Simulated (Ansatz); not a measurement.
## Is this LiCl structure stable?

The cell was reached from a generator's guess, though it ends in a space group that the Crystallography Open Database lists for this formula.

Level of theory: DFT PBE, scalar-relativistic, plane waves, PAW (Ansatz). Cutoff 420 eV, Γ-centred 8×8×8 mesh (2-atom cell), Gaussian smearing of 0.02 eV, no spin polarisation.

```yaml
crystal:
  lattice:
    - [0.00000, 2.57445, 2.57445]
    - [2.57445, 0.00000, 2.57445]
    - [2.57445, 2.57445, 0.00000]
  atoms:
    - { symbol: Li, position: [0.50000, 0.50000, 0.50000] }
    - { symbol: Cl, position: [0.00000, 0.00000, 0.00000] }
```

Formation energies are uncorrected and refer to the elements' standard structures at the same level (Cl₂ as a molecule).

Question: These tests were run: energy against the elements; random kick, then relaxation without symmetry; phonons on a 4×4×4 q mesh; elastic tensor. What do they show?

Answer:

| test | result |
| --- | --- |
| energy against the elements | −1.852 eV/atom |
| random kick, then relaxation without symmetry | returns |
| phonons on a 4×4×4 q mesh | no imaginary mode on the mesh |
| elastic tensor | least eigenvalue 25 GPa |

It fails none of these tests. Other phases of the system weren't compared here, so this isn't yet thermodynamic stability.

The kick test ran on a coarse mesh. The run for the phonons used an 8×8×8 k mesh. The run for the elastic tensor used an 8×8×8 k mesh.
